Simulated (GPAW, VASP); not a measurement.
This is a calculation of CdS (Greenockite) for GPAW 26.7.0 (ASE script). 

The input run.py:

```python
from ase.dft.bandgap import bandgap
from ase.io import read, write
from ase.units import GPa
from gpaw import GPAW, PW

atoms = read('POSCAR')

calc = GPAW(mode=PW(600),
            xc='PBE',
            kpts={'size': (7, 7, 4), 'gamma': True},
            occupations={'name': 'methfessel-paxton', 'order': 0, 'width': 0.025},
            nbands=31,
            convergence={'density': 1e-05, 'energy': 1e-05},
            maxiter=150,
            txt='gpaw.txt')
atoms.calc = calc
energy = atoms.get_potential_energy()
forces = atoms.get_forces()
stress = atoms.get_stress()
calc.write('gs.gpw')
write('result.traj', atoms)
print(f'Energy: {energy:.6f} eV')
print('Forces (eV/A):')
print(forces.round(4))
print('Stress (GPa):', (stress / GPa).round(3))
print('Fermi level:', round(calc.get_fermi_level(), 4), 'eV')
print(f'Gap: {bandgap(calc)[0]:.4f} eV, direct: {bandgap(calc, direct=True)[0]:.4f} eV')
```

Contents of POSCAR:

```
CdS
1.0
    4.1500000000      0.0000000000      0.0000000000
   -2.0750000000      3.5940054257      0.0000000000
    0.0000000000      0.0000000000      6.7370000000
Cd S
2 2
Direct
    0.6666666667      0.3333333333      0.5000000000
    0.3333333333      0.6666666667      0.0000000000
    0.6666666667      0.3333333333      0.8750000000
    0.3333333333      0.6666666667      0.3750000000
```

Potentials or basis: GPAW PAW data sets (gpaw-data 1.2.1), pw.

Launch:

```sh
$ OMP_NUM_THREADS=1 python run.py
```

Q: Translate it to VASP 6.6.1. Potentials or basis there: PBE PAW files Cd, S, 520 eV.

A: As run (cutoffs and basis follow the program's own potentials, and thresholds, step limits or extra output files can differ):

Contents of INCAR:

```
PREC     = Accurate       # precision mode
ENCUT    = 520            # plane-wave cutoff, eV
EDIFF    = 1E-6           # SCF threshold, eV
ISMEAR   = 0              # smearing method
SIGMA    = 0.025          # smearing width, eV
LREAL    = False          # projectors in reciprocal space
LASPH    = True           # aspherical terms in the spheres
NELM     = 60             # most SCF steps
ALGO     = Normal         # electronic algorithm
ISIF     = 2              # what is computed and relaxed
LWAVE    = False          # write WAVECAR
LCHARG   = False          # write CHGCAR
GGA      = PE             # functional
```

The input KPOINTS:

```
regular mesh
0
Gamma
  7 7 4
```

File POSCAR:

```
CdS
1.0
    4.1500000000      0.0000000000      0.0000000000
   -2.0750000000      3.5940054257      0.0000000000
    0.0000000000      0.0000000000      6.7370000000
Cd S
2 2
Direct
    0.6666666667      0.3333333333      0.5000000000
    0.3333333333      0.6666666667      0.0000000000
    0.6666666667      0.3333333333      0.8750000000
    0.3333333333      0.6666666667      0.3750000000
```

Potentials or basis: VASP PAW PBE potentials, release 64 (Cd, S).

Command:

```sh
$ cat potpaw_PBE.64/Cd/POTCAR potpaw_PBE.64/S/POTCAR > POTCAR
$ mpirun -np 1 vasp_std > vasp.out
```

Both were run:

|  | GPAW | VASP |
| --- | --- | --- |
| Pressure | 1.8 GPa | 2.4 GPa |
| Largest force | 0.067 eV/Å | 0.069 eV/Å |

Pressure is positive in compression.
